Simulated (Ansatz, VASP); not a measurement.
**LiF in VASP and in Ansatz**

```xyz
2
Lattice="2.5472 0.0000 0.0000 0.0000 2.5163 0.0000 0.0000 0.0000 2.5163" Properties=species:S:1:pos:R:3 pbc="T T T"
Li    0.0000    0.0000    0.0000
F     1.2736    1.2581    1.2581
```

Change from the starting cell: uniaxial_x strain +1.2%.

Alike in both runs: task single point; functional PBE; k mesh 10 × 10 × 10; occupations fermi-dirac, width 0.02 eV; no spin polarisation.

|  | VASP | Ansatz |
| --- | --- | --- |
| version | VASP 6.6.1 | Ansatz 0.2.0 |
| potentials or method | VASP PAW PBE potentials, release 64 (Li_sv, F) | plane waves, PAW |
| plane-wave cutoff (eV) | 520 | 420 |
| valence electrons in the cell | 10 | 10 |

```tsv
	VASP	Ansatz	Ansatz less VASP
gap on the k mesh at the Fermi level (eV)	7.81	7.80	-0.010
```

 A k mesh can miss the band edges.
